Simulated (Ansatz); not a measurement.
GaP (zincblende), relaxed with r2SCAN in Ansatz 0.2.0. It is cubic, F-43m (No. 216); a = 5.451 Å in the conventional setting, 20.24 Å³ an atom. Ga has 4 P at 2.36 Å; P has 4 Ga at 2.36 Å.

The axes x, y and z are those of this cell:
```
CELL_PARAMETERS angstrom
0.00000 2.72540 2.72540
2.72540 0.00000 2.72540
2.72540 2.72540 0.00000
ATOMIC_POSITIONS crystal
Ga 0.00000 0.00000 0.00000
P 0.25000 0.25000 0.25000
```

Unstrained: With PBE the valence top lies at Γ and the conduction bottom at Γ–X (0.85 of the way from Γ), 1.592 eV higher; the smallest vertical gap, at Γ, is 1.827 eV. The r2SCAN gap is indirect, 1.844 eV (Γ to Γ–X (0.85 of the way from Γ)), below the direct gap of 2.364 eV at Γ. With HSE06 the valence top lies at Γ and the conduction bottom at Γ–X (0.85 of the way from Γ), 2.260 eV higher; the smallest vertical gap, at Γ, is 2.799 eV. Meshes: PBE 8×8×8, r2SCAN 8×8×8, HSE06 6×6×6. Strains are changes of length per length, and xy shears are angles. After each strain the atoms were relaxed again with r2SCAN within the symmetry that the strain leaves, so tilts or polar shifts that break it weren't tested; points keep the names that they have in the unstrained zone. (Simulation; spin polarisation is off.)

Question: Apply uniaxial -1.5 % along [111], other directions held. How far does the gap move, against the unstrained cell?

Answer: PBE: the gap goes from 1.592 to 1.476 eV (-0.116 eV); the edges go from Γ → Γ–X (0.85) to Γ → Γ–X (0.86); with r2SCAN the top three valence levels at Γ, degenerate before, become 1+2 from the top over 121 meV. r2SCAN: the gap goes from 1.844 to 1.724 eV (-0.120 eV); the edges go from Γ → Γ–X (0.85) to Γ → Γ–X (0.86). HSE06: the gap goes from 2.260 to 2.139 eV (-0.121 eV); the edges go from Γ → Γ–X (0.85) to Γ → Γ–X (0.86). The r2SCAN energy rises by 2.7 meV an atom.

Question: One strain changed the r2SCAN stress by xx -2.17, yy -2.17, zz -0.03 GPa (compression positive) and the gap by -0.229 eV (PBE), -0.245 eV (r2SCAN), -0.235 eV (HSE06). Which kind of strain was it, and roughly how large?

Answer: Epitaxial +1.5 % in the xy plane, free normal strain -1.27 %. The pattern of the stress gives the kind; the size needs the stiffness, so it is an estimate.

Question: Apply uniaxial -3.0 % along x, other directions held. How far does the gap move, against the unstrained cell?

Answer: PBE: the gap goes from 1.592 to 1.247 eV (-0.345 eV); the edges go from Γ → Γ–X (0.85) to Γ → Γ–X (0.84); with r2SCAN the top three valence levels at Γ, degenerate before, become 1+2 from the top over 176 meV. r2SCAN: the gap goes from 1.844 to 1.485 eV (-0.359 eV); the edges go from Γ → Γ–X (0.85) to Γ → Γ–X (0.84). HSE06: the gap goes from 2.260 to 1.908 eV (-0.352 eV); the edges go from Γ → Γ–X (0.85) to Γ → Γ–X (0.84). The r2SCAN energy rises by 8.4 meV an atom.

Question: Estimate what xy shear, engineering strain (angle) +2.5 % does to the gap.

Answer: PBE: the gap goes from 1.592 to 1.423 eV (-0.169 eV); the edges go from Γ → Γ–X (0.85) to Γ → Γ–X (0.92); with r2SCAN the top three valence levels at Γ, degenerate before, become 1+1+1 from the top over 197 meV. r2SCAN: the gap goes from 1.844 to 1.664 eV (-0.180 eV); the edges go from Γ → Γ–X (0.85) to Γ → Γ–X (0.92). HSE06: the gap goes from 2.260 to 2.077 eV (-0.183 eV); the edges go from Γ → Γ–X (0.85) to Γ → X. The r2SCAN energy rises by 2.9 meV an atom.

Where an edge lies off the special points, it is a point of the mesh or the k point where a search put PBE's edge or least direct gap, reused for the other functionals, whose own edges may lie a little apart.

The meshes of the hybrids are coarse, so their gaps aren't converged to the digits shown.

The splittings at Γ are without spin-orbit coupling, which regroups them where it is of like size or larger.
